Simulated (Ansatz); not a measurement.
# Cd: a single point and what it writes

One self-consistent run on Cd (a strained cell with displaced atoms), nothing relaxed, to see the forces and stress that the distortion brings, and the levels of the distorted cell.

Method: DFT, PBE, no spin polarisation, plane waves, PAW, in Ansatz 0.2.0.

## (1) The structure

Cell: a = 3.048 Å, b = 2.915 Å, c = 5.661 Å, α = 89.73°, β = 91.34°, γ = 60.02°. First neighbours, in Å: Cd1: 12 Cd at 2.91 to 3.49; Cd2: 12 Cd at 2.91 to 3.49.

Its coordinates follow in the input file.

The run starts from a saved solution of this cell (checkpoint.read), perhaps found on another mesh.

## (2) The run

File input.yaml:

```yaml
crystal:
  lattice:
    - [3.047951, -0.039793, -0.0351]
    - [1.489509, 2.505221, 0.007355]
    - [-0.066193, 0.054231, 5.660409]
  atoms:
    - { symbol: Cd, position: [0.67894, 0.680419, 0.225252] }
    - { symbol: Cd, position: [0.352639, 0.315827, 0.751751] }
kpoints:
  mp_grid: { grid: [7, 7, 3], shift: [0.5, 0.5, 0.0] }
magnetization:
  spin_polarized: false
scf:
  occupations: { method: fermi_dirac }
  lower_state_search: "off"
  max_iter: 200
hamiltonian:
  pseudopotentials: { kind: paw }
  xc: pbe
basis:
  ecutwfc: 420
  fft_grid_basis: typed
output:
  forces: true
  stress: true
  eigenvalues: true
  bader: true
  populations: true
  elf: true
  write_potential: true
  volumetric_format: npy
  dos:
    e_range: [-12, 8]
    de: 0.05
    projected: { site_lists: { Cd: [Cd] } }
checkpoint:
  read: saved_state
```

Launch:

```bash
ansatz run input.yaml --threads 2 --pin off --max-ram 2560MiB --backend cpu --events-out ev --progress --plain --runs-dir out
```

Q: Predict the outcome of this session. Wanted: largest force; pressure; character.

The runs gave:

| quantity | value |
| --- | --- |
| largest force | 0.326 eV/Å on Cd |
| pressure | 3.4 GPa |
| character | metal |
| density of states, mean within 0.25 eV of the Fermi level | 0.49 per eV per cell |

**Reading.** It is a metal; within 0.25 eV of the Fermi level the density of states averages 0.49 per eV per cell. With forces up to 0.33 eV/Å (on Cd), a relaxation would move the atoms. The pressure of 3.4 GPa says the cell is too small, and unequal principal stresses would change its shape.

Limits of this run: the k mesh is coarse for a cell without a gap.
